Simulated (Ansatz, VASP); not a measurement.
## AlNi3 in VASP and in Ansatz

```
Ni Al
1.0
     0.00000    2.80189    2.80189
     2.80189    0.00000    2.80189
     2.80189    2.80189    0.00000
Ni Al
3 1
Direct
  0.75000 0.75000 0.75000
  0.00000 0.00000 0.00000
  0.25000 0.25000 0.25000
  0.50000 0.50000 0.50000
```

Alike in both runs: task single point; functional PBEsol; k mesh 8 × 8 × 8; occupations fermi-dirac, width 0.05 eV; collinear spin.

|  | VASP | Ansatz |
| --- | --- | --- |
| version | VASP 6.6.1 | Ansatz 0.2.0 |
| potentials or method | VASP PAW PBE potentials, release 64 (Ni, Al), cutoff 520 eV | all-electron LAPW, scalar-relativistic |

Ansatz gave:

| Item | Value |
| --- | --- |
| gap on the k mesh at the Fermi level (eV) | none |
| pressure (GPa) | -0.8 |
| net moment per atom (μB) | 0.00 |

Problem. Estimate VASP's values.

Solution. gap on the k mesh at the Fermi level (eV): none; pressure (GPa): -0.7; net moment per atom (μB): 0.00.

A gap of «none» marks a metal or a gap that the smearing closes. Ansatz ran all-electron here, so the differences hold the error of VASP's frozen core and of both bases.

Caveats: the PAW data sets were made with another functional, which shifts forces and pressure a little (VASP); the starting moments weren't kept (Ansatz).
